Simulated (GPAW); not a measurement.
# BN (F-43m) in GPAW: further runs, part 2 of 2

GPAW 26.7.0.

## Step 3: Relaxation of cell and atoms, PBEsol

File run.py:

```python
from ase import Atoms
from ase.filters import FrechetCellFilter
from ase.io import write
from ase.optimize import BFGS
from gpaw import GPAW, PW, setup_paths

setup_paths.insert(0, '.')

atoms = Atoms(['N', 'B'],
              cell=[[0.0, 1.813001, 1.813001],
                    [1.813001, 0.0, 1.813001],
                    [1.813001, 1.813001, 0.0]],
              scaled_positions=[[0.25, 0.25, 0.25],
                                [0.0, 0.0, 0.0]],
              pbc=True)

calc = GPAW(mode=PW(800),
            xc='PBEsol',
            kpts={'size': (13, 13, 13), 'gamma': True},
            occupations={'name': 'fermi-dirac', 'width': 0.05},
            nbands=11,
            convergence={'density': 1e-05, 'forces': 0.0001},
            maxiter=150,
            txt='gpaw.txt')
atoms.calc = calc
opt = BFGS(FrechetCellFilter(atoms), trajectory='relax.traj', logfile='-')
done = opt.run(fmax=0.02, steps=60)
calc.write('gs.gpw')
write('result.traj', atoms)
print('Converged:', done)
print('Cell:', atoms.cell.cellpar().round(4))
print('Volume:', round(atoms.get_volume(), 4))
print(atoms.get_scaled_positions().round(5))
```

Potentials or basis: PAW data sets generated in the run's folder for this functional, pw.

On the command line:

```sh
$ gpaw-setup -f PBEsol B N
$ OMP_NUM_THREADS=1 python run.py
```

It took 1.7 min on 1 thread of Intel Xeon at 2.50GHz (Skylake/Cascade Lake), shared host; peak memory 0.18 GiB.

The run converged. Its results:

```
Free energy                            : -18.4569 eV
Relaxed volume                         : 5.84 Å³/atom
Relaxed cell                           : a = 2.547 Å, b = 2.547 Å, c = 2.547 Å, α = 60.00°, β = 60.00°, γ = 60.00°
Space group after relaxing (to 0.05 Å) : F-43m (No. 216)
Energy gained by relaxing              : 1.8 meV/atom
Ionic steps                            : 3
Pressure after relaxing                : 0.1 GPa
Band gap on the k mesh                 : 4.38 eV, indirect (least direct gap 8.82 eV)
```

The path:
```
step  energy change (eV)  largest force (eV/Å)  pressure (GPa)  volume (Å³)
   1              0.0000                0.0000           -7.53        11.92
   2             -0.0023                0.0000           -5.33        11.85
   3             -0.0037                0.0000            0.09        11.68
```

Final structure:
```cif
data_structure
_symmetry_space_group_name_H-M 'P 1'
_symmetry_Int_Tables_number 1
_cell_length_a 2.5467
_cell_length_b 2.5467
_cell_length_c 2.5467
_cell_angle_alpha 60.000
_cell_angle_beta 60.000
_cell_angle_gamma 60.000
_cell_volume 11.68
loop_
_atom_site_label
_atom_site_type_symbol
_atom_site_fract_x
_atom_site_fract_y
_atom_site_fract_z
_atom_site_occupancy
N1 N 0.25000 0.25000 0.25000 1
B1 B 0.00000 0.00000 0.00000 1
```

Levels at points of the mesh, in eV from the valence-band top:
| k point | band 1 | band 2 | band 3 | band 4 | band 5 | band 6 | band 7 |
| --- | --- | --- | --- | --- | --- | --- | --- |
| (0.00, 0.00, 0.00) | -20.37 | 0.00 | 0.00 | 0.00 | 8.82 | 8.82 | 8.82 |

Caveat: later steps reuse the first step's grids; an odd mesh through Γ misses points on the zone boundary, where band edges often lie.

## Step 4: Relaxation of cell and atoms, PBEsol+D3

run.py: that of step 3 with these lines changed.

```diff
@@ -1,2 +1,3 @@
 from ase import Atoms
+from ase.calculators.mixing import SumCalculator
 from ase.filters import FrechetCellFilter
@@ -4,2 +5,3 @@
 from ase.optimize import BFGS
+from dftd3.ase import DFTD3
 from gpaw import GPAW, PW, setup_paths
@@ -24,3 +26,3 @@
             txt='gpaw.txt')
-atoms.calc = calc
+atoms.calc = SumCalculator([calc, DFTD3(method='pbesol', damping='d3zero')])
 opt = BFGS(FrechetCellFilter(atoms), trajectory='relax.traj', logfile='-')
```

On the command line:

```sh
$ gpaw-setup -f PBEsol B N
$ OMP_NUM_THREADS=1 python run.py
```

Run time: 1.7 min. Hardware: 1 thread of Intel Xeon at 2.50GHz (Skylake/Cascade Lake), shared host; peak memory 0.18 GiB.

Results (log left out):

| Property | Result |
| --- | --- |
| Free energy | -18.6773 eV |
| Relaxed volume | 5.80 Å³/atom |
| Relaxed cell | a = 2.542 Å, b = 2.542 Å, c = 2.542 Å, α = 60.00°, β = 60.00°, γ = 60.00° |
| Space group after relaxing (to 0.05 Å) | F-43m (No. 216) |
| Energy gained by relaxing | 3.5 meV/atom |
| Ionic steps | 3 |
| Pressure after relaxing | 0.1 GPa |
| Band gap on the k mesh | 4.38 eV, indirect (least direct gap 8.85 eV) |
| Dispersion energy per atom | -0.111 eV |

Step by step:
| step | energy change (eV) | largest force (eV/Å) | pressure (GPa) | volume (Å³) |
| --- | --- | --- | --- | --- |
| 1 | 0.0000 | 0.0000 | -9.80 | 11.92 |
| 2 | -0.0041 | 0.0000 | -6.95 | 11.83 |
| 3 | -0.0069 | 0.0000 | 0.14 | 11.61 |

Final structure:
```
CELL_PARAMETERS angstrom
0.00000 1.79714 1.79714
1.79714 0.00000 1.79714
1.79714 1.79714 0.00000
ATOMIC_POSITIONS crystal
N 0.25000 0.25000 0.25000
B 0.00000 0.00000 0.00000
```

Levels at points of the mesh, in eV from the valence-band top:
| k point | band 1 | band 2 | band 3 | band 4 | band 5 | band 6 | band 7 |
| --- | --- | --- | --- | --- | --- | --- | --- |
| (0.00, 0.00, 0.00) | -20.44 | 0.00 | 0.00 | 0.00 | 8.85 | 8.85 | 8.85 |

Caveat: later steps reuse the first step's grids; an odd mesh through Γ misses points on the zone boundary, where band edges often lie.

## Step 5: Relaxation of cell and atoms, PBEsol+D3(BJ)

run.py: that of step 4 with these lines changed.

```diff
@@ -26,3 +26,3 @@
             txt='gpaw.txt')
-atoms.calc = SumCalculator([calc, DFTD3(method='pbesol', damping='d3zero')])
+atoms.calc = SumCalculator([calc, DFTD3(method='pbesol', damping='d3bj')])
 opt = BFGS(FrechetCellFilter(atoms), trajectory='relax.traj', logfile='-')
```

On the command line:

```sh
$ gpaw-setup -f PBEsol B N
$ OMP_NUM_THREADS=1 python run.py
```

Wall time 1.7 min (1 thread of Intel Xeon at 2.50GHz (Skylake/Cascade Lake), shared host); peak memory 0.18 GiB.

The run converged. Its results:

```yaml
Free_energy: -18.7481 eV
Relaxed_volume: 5.78 Å³/atom
Relaxed_cell: a = 2.538 Å, b = 2.538 Å, c = 2.538 Å, α = 60.00°, β = 60.00°, γ = 60.00°
Space_group_after_relaxing_to_0.05_Å: F-43m (No. 216)
Energy_gained_by_relaxing: 5.0 meV/atom
Ionic_steps: 3
Pressure_after_relaxing: 0.2 GPa
Band_gap_on_the_k_mesh: 4.39 eV, indirect (least direct gap 8.87 eV)
Dispersion_energy_per_atom: -0.147 eV
```

The path:
| step | energy change (eV) | largest force (eV/Å) | pressure (GPa) | volume (Å³) |
| --- | --- | --- | --- | --- |
| 1 | 0.0000 | 0.0000 | -11.42 | 11.92 |
| 2 | -0.0057 | 0.0000 | -8.13 | 11.81 |
| 3 | -0.0099 | 0.0000 | 0.22 | 11.56 |

Final structure:
```
N B
1.0
     0.00000    1.79440    1.79440
     1.79440    0.00000    1.79440
     1.79440    1.79440    0.00000
N B
1 1
Direct
  0.25000 0.25000 0.25000
  0.00000 0.00000 0.00000
```

Levels at points of the mesh, in eV from the valence-band top:
| k point | band 1 | band 2 | band 3 | band 4 | band 5 | band 6 | band 7 |
| --- | --- | --- | --- | --- | --- | --- | --- |
| (0.00, 0.00, 0.00) | -20.50 | 0.00 | 0.00 | 0.00 | 8.87 | 8.87 | 8.87 |

Caveat: later steps reuse the first step's grids; an odd mesh through Γ misses points on the zone boundary, where band edges often lie.

## Step 6: Relaxation of cell and atoms, PBEsol+D3(BJ)+ATM

run.py: that of step 5 with these lines changed.

```diff
@@ -26,3 +26,3 @@
             txt='gpaw.txt')
-atoms.calc = SumCalculator([calc, DFTD3(method='pbesol', damping='d3bj')])
+atoms.calc = SumCalculator([calc, DFTD3(damping='d3bj', params_tweaks=dict(method='pbesol', atm=True))])
 opt = BFGS(FrechetCellFilter(atoms), trajectory='relax.traj', logfile='-')
```

Potentials or basis: PAW data sets generated in the run's folder for this functional, pw.

On the command line:

```sh
$ gpaw-setup -f PBEsol B N
$ OMP_NUM_THREADS=1 python run.py
```

Run time: 1.9 min. Hardware: 1 thread of Intel Xeon at 2.50GHz (Skylake/Cascade Lake), shared host; peak memory 0.18 GiB.

It converged, with:

| Property | Result |
| --- | --- |
| Free energy | -18.7107 eV |
| Relaxed volume | 5.79 Å³/atom |
| Relaxed cell | a = 2.540 Å, b = 2.540 Å, c = 2.540 Å, α = 60.00°, β = 60.00°, γ = 60.00° |
| Space group after relaxing (to 0.05 Å) | F-43m (No. 216) |
| Energy gained by relaxing | 4.0 meV/atom |
| Ionic steps | 3 |
| Pressure after relaxing | 0.2 GPa |
| Band gap on the k mesh | 4.39 eV, indirect (least direct gap 8.86 eV) |
| Dispersion energy per atom | -0.128 eV |

The path:
```csv
step,energy change (eV),largest force (eV/Å),pressure (GPa),volume (Å³)
1,0.0000,0.0000,-10.47,11.92
2,-0.0047,0.0000,-7.44,11.82
3,-0.0081,0.0000,0.18,11.59
```

Final structure:
```xyz
2
Lattice="0.0000 1.7960 1.7960 1.7960 0.0000 1.7960 1.7960 1.7960 0.0000" Properties=species:S:1:pos:R:3 pbc="T T T"
N     0.8980    0.8980    0.8980
B     0.0000    0.0000    0.0000
```

Levels at points of the mesh, in eV from the valence-band top:
```csv
k point,band 2,band 3,band 4,band 5,band 6,band 7
"(0.00, 0.00, 0.00)",0.00,0.00,0.00,8.86,8.86,8.86
```

Caveat: later steps reuse the first step's grids; an odd mesh through Γ misses points on the zone boundary, where band edges often lie.

## Step 7: The reference run

An earlier run on the cell as given: functional PBEsol; potentials or basis PAW data sets generated in the run's folder for this functional; cutoff 800 eV; basis pw; k mesh 13 × 13 × 13; occupations fermi-dirac, width 0.05 eV; no spin polarisation.

* Pressure: -7.5 GPa
* Band gap on the k mesh: 4.35 eV, indirect (least direct gap 8.73 eV)

## Step 8: Overview

```csv
task,level,potentials or basis,cell,k mesh,cutoff (eV),maxiter,convergence,optimizer,fmax,max steps,gap on the mesh (eV),pressure (GPa),relaxed volume (Å³/atom)
single point,LDA,"the program's PAW data sets (release 1.2.1) made for this functional, pw",as given,10 × 10 × 10,600,120,default,-,-,-,4.33,-27.3,-
relaxation of cell and atoms,PBEsol,"PAW data sets generated in the run's folder for this functional, pw",relaxed,13 × 13 × 13,800,150,density=1e-05 forces=0.0001,BFGS,0.02 eV/Å,60,4.38,0.1,5.84
relaxation of cell and atoms,PBEsol+D3,"PAW data sets generated in the run's folder for this functional, pw",relaxed,13 × 13 × 13,800,150,density=1e-05 forces=0.0001,BFGS,0.02 eV/Å,60,4.38,0.1,5.80
relaxation of cell and atoms,PBEsol+D3(BJ),"PAW data sets generated in the run's folder for this functional, pw",relaxed,13 × 13 × 13,800,150,density=1e-05 forces=0.0001,BFGS,0.02 eV/Å,60,4.39,0.2,5.78
relaxation of cell and atoms,PBEsol+D3(BJ)+ATM,"PAW data sets generated in the run's folder for this functional, pw",relaxed,13 × 13 × 13,800,150,density=1e-05 forces=0.0001,BFGS,0.02 eV/Å,60,4.39,0.2,5.79
single point,PBEsol,"PAW data sets generated in the run's folder for this functional, pw",as given,13 × 13 × 13,800,150,-,-,-,-,4.35,-7.5,-
```

Alike in all rows: no spin polarisation; smearing fermi-dirac 0.05 eV.

Caveats: an odd mesh through Γ misses points on the zone boundary, where band edges often lie (some runs); later steps reuse the first step's grids (some runs); the cutoff is short for stress and forces, so pressures can be off by a GPa or more (some runs); so large a pressure means that the cell lies far from this level's equilibrium, or that cutoff or potentials fall short (some runs).

Absolute energies hang on the potentials; compare differences alone.

## Step 9: Comparison with measurements

Step 2. Measured gap of BN: 6.4 eV (indirect; 300 K; a printed reference work, monograph). This calculation gives 4.33 eV (-2.07 eV). The value is that of LDA on a finite k mesh, which can miss the band edges, without temperature or zero-point motion. Semilocal functionals fall short of measured gaps as a rule. The cell is a database's relaxed one, not the measured one, which moves gaps too.
